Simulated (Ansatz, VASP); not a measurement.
# MgO: VASP beside Ansatz

Contents of INCAR:

```
PREC = Accurate ; ENCUT = 520
EDIFF = 1E-6 ; ISMEAR = 0
SIGMA = 0.05 ; LREAL = False
LASPH = True ; NELM = 100
ALGO = Normal ; ISIF = 2
LWAVE = False ; LCHARG = False
GGA = PE ; NBANDS = 26
```

Contents of KPOINTS:

```
regular mesh
0
Gamma
  9 9 2
```

POSCAR

```
MgO
1.0
    3.1165000000      0.0000000000      0.0000000000
   -1.5582500000      2.6989681709      0.0000000000
    0.0000000000      0.0000000000     11.3550000000
Mg O
4 4
Direct
    0.3333333333      0.6666666667      0.9694906392
    0.0000000000      0.0000000000      0.2208211786
    0.0000000000      0.0000000000      0.7208211786
    0.6666666667      0.3333333333      0.4694906392
    0.3333333333      0.6666666667      0.7800420079
    0.0000000000      0.0000000000      0.5296443544
    0.0000000000      0.0000000000      0.0296443544
    0.6666666667      0.3333333333      0.2800420079
```

Input for Ansatz:

```yaml
crystal:
  lattice:
    - [3.1165, 0.0, 0.0]
    - [-1.55825, 2.6989681709, 0.0]
    - [0.0, 0.0, 11.355]
  atoms:
    - { symbol: Mg, position: [0.3333333333, 0.6666666667, 0.9694906392] }
    - { symbol: Mg, position: [0.0, 0.0, 0.2208211786] }
    - { symbol: Mg, position: [0.0, 0.0, 0.7208211786] }
    - { symbol: Mg, position: [0.6666666667, 0.3333333333, 0.4694906392] }
    - { symbol: O, position: [0.3333333333, 0.6666666667, 0.7800420079] }
    - { symbol: O, position: [0.0, 0.0, 0.5296443544] }
    - { symbol: O, position: [0.0, 0.0, 0.0296443544] }
    - { symbol: O, position: [0.6666666667, 0.3333333333, 0.2800420079] }
basis:
  ecutwfc: 520.0
kpoints:
  mp_grid: { grid: [9, 9, 2] }
hamiltonian:
  xc: pbe
  pseudopotentials: { kind: paw, azcp: { folder: soft_1 } }
scf:
  occupations: { method: gaussian, width: 0.05 }
output:
  forces: true
  stress: true
  eigenvalues: true
```

Alike in both runs: task single point; functional PBE; k mesh 9 × 9 × 2; occupations gaussian, width 0.05 eV; no spin polarisation.

|  | VASP | Ansatz |
| --- | --- | --- |
| version | VASP 6.6.1 | Ansatz 0.2.0 |
| potentials or method | VASP PAW PBE potentials, release 64 (Mg, O) | scalar-relativistic, plane waves, PAW |
| plane-wave cutoff (eV) | 520 | 520 |
| valence electrons in the cell | 32 | 64 |

|  | VASP | Ansatz | Ansatz less VASP |
| --- | --- | --- | --- |
| gap on the k mesh at the Fermi level (eV) | 3.40 | 3.42 | +0.021 |
| least direct gap on the mesh (eV) | 3.40 | 3.42 | +0.021 |
| pressure (GPa) | 5.6 | 6.0 | +0.36 |
| largest component of the traceless stress (GPa) | 18.49 | 18.23 | -0.267 |
| rms of the force components (eV/Å) | 0.442 | 0.436 | -0.0061 |

Atom by atom the forces differ by 0.006 eV/Å (rms over components). The two sets of potentials don't hold the same shells in valence.
